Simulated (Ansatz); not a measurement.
Runs of Ansatz 0.2.0 on Zn. The structure is hexagonal, space group P6_3/mmc (No. 194). The conventional cell has a = 2.670 Å, b = 2.670 Å, c = 4.966 Å, α = 90.00°, β = 90.00°, γ = 120.00°. Zn (site symmetry -6m2) has 12 Zn at 2.67 to 2.92 Å as nearest neighbours. 

| task | level | potentials or basis | spin | k mesh | cutoff (eV) | smearing | driver | delta | atoms under strain | other keys | mesh quality | gap on the mesh (eV) | pressure (GPa) | moment (μB) |
| --- | --- | --- | --- | --- | --- | --- | --- | --- | --- | --- | --- | --- | --- | --- |
| phonons | r2SCAN+D3(BJ) | Ansatz PAW | off | 10 × 10 × 5 | 500 | fermi-dirac 0.15 eV | calculator | 0.01 | - | - | not flagged | - | -6.9 | - |
| elastic constants | rPW86-PBE+D3(BJ) | Ansatz PAW | collinear, antiferromagnetic start | 7 × 7 × 4 | 420 | fermi-dirac 0.05 eV | - | - | relaxed | - | coarse | none | -1.7 | 0.00 |
| elastic constants | rPW86-PBE+D3(BJ) | Ansatz PAW | collinear, antiferromagnetic start | 7 × 7 × 4 | 420 | fermi-dirac 0.05 eV | chain | - | relaxed | - | coarse | none | -1.7 | 0.00 |
| phonons | PBE+D3(BJ)+ATM | PseudoDojo stringent | off | 8 × 8 × 4 | 1143 | fermi-dirac 0.01 eV | calculator | 0.01 | - | magnetization = left out | not flagged | - | -4.2 | - |
| atomic charges | rPW86-PBE+D4 | Ansatz PAW earlier set | collinear, ferrimagnetic start | 11 × 11 × 6 | 660 | tetrahedron | chain | - | - | - | not flagged | none | -0.2 | 0.00 |
| electric field gradients | PBEsol+D4 | as the typed override names | non-collinear, program default start, SOC | 11 × 11 × 6 | 420 | fermi-dirac 0.01 eV | chain | - | - | hamiltonian.xc = pbesol; hamiltonian.pseudopotentials = kind paw_fr; … | not flagged | none | (a) | 0.00 |

Alike in all rows: cell as given.

Q: Fill in the values left out.

A: (a) -7.5.

Caveats: some runs use coarse meshes; pairwise dispersion overbinds metals, which lowers pressure and volume (some runs); the cell is more than 3 GPa from zero pressure, which shifts response properties (some runs); elastic constants of metals need much finer meshes, so these are rough (some runs); the potentials were made for another functional, which shifts forces and pressure (some runs); the PAW data sets were made with another functional, which shifts forces and pressure a little (some runs); the dispersion damping was fitted for another functional or another form of the correction (some runs); the PAW data sets come from PBE, with cores solved anew for the run's functional, which leaves a small shift of forces and pressure (some runs).

A gap of «none» marks a metal or a gap under the smearing width.

The runs don't all hold the same shells in valence.
